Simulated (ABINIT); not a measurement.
Runs of ABINIT 10.8.3 (patched build) on MgS. The structure is cubic, space group F-43m (No. 216). Conventional cell: a = 5.666 Å, b = 5.666 Å, c = 5.666 Å, α = 90.00°, β = 90.00°, γ = 90.00°. Around S (site symmetry -43m) lie 4 Mg at 2.45 Å. Mg (site symmetry -43m) is surrounded by 4 S at 2.45 Å. The cell comes from a database or a generator and needn't be the stable form of this composition.

| level | potentials or basis | k mesh | cutoff (eV) | smearing | fine-grid cutoff | most SCF steps | gap on the mesh (eV) | pressure (GPa) |
| --- | --- | --- | --- | --- | --- | --- | --- | --- |
| r2SCAN | JTH PAW PBE v2.0 | 8 × 8 × 8 | 653 | fermi-dirac 0.05 eV | 1251.72 eV | - | 4.12 | 0.1 |
| LDA | JTH PAW PBE v2.0 | 8 × 8 × 8 | 653 | fermi-dirac 0.05 eV | 1251.72 eV | - | 3.17 | -1.9 |
| revPBE | JTH PAW PBE v2.0 | 8 × 8 × 8 | 653 | fermi-dirac 0.05 eV | 1251.72 eV | - | (a) | 2.3 |
| AM05 | JTH PAW PBE v2.0 | 8 × 8 × 8 | 653 | fermi-dirac 0.05 eV | 1251.72 eV | - | 3.43 | 0.2 |
| RPBE | JTH PAW PBE v2.0 | 8 × 8 × 8 | 653 | fermi-dirac 0.05 eV | 1251.72 eV | - | 3.66 | 2.6 |
| PW91 | JTH PAW PBE v2.0 | 8 × 8 × 8 | 653 | fermi-dirac 0.05 eV | 1251.72 eV | - | 3.43 | 0.9 |
| SCAN | JTH PAW PBE v2.0 | 8 × 8 × 8 | 653 | fermi-dirac 0.05 eV | 1251.72 eV | - | (b) | -0.3 |
| BLYP | JTH PAW PBE v2.0 | 8 × 8 × 8 | 653 | fermi-dirac 0.05 eV | 1251.72 eV | - | 3.57 | 2.6 |
| WC | JTH PAW PBE v2.0 | 8 × 8 × 8 | 653 | fermi-dirac 0.05 eV | 1251.72 eV | - | 3.27 | -0.3 |
| PBE | JTH PAW PBE v2.0 | 8 × 8 × 8 | 653 | fermi-dirac 0.05 eV | 1251.72 eV | - | 3.44 | 1.0 |
| PBEsol | JTH PAW PBE v2.0 | 8 × 8 × 8 | 653 | fermi-dirac 0.05 eV | 1251.72 eV | - | 3.28 | -0.3 |
| HSE06 | SPMS NC PBE v1.0 | 6 × 6 × 6 | 707 | fixed | - | 60 | 4.47 | 0.0 |

Alike in all rows: task single point; no spin polarisation; cell as given.

**Question.** Fill in the values left out.

**Answer.** (a) 3.61; (b) 4.11.

Caveats: the PAW data sets were made with another functional, which shifts forces and pressure a little (some runs); Libxc's HSE differs a little from that of other programs (some runs); the potentials were made for another functional, which shifts forces and pressure (some runs).

A k mesh can miss the band edges.
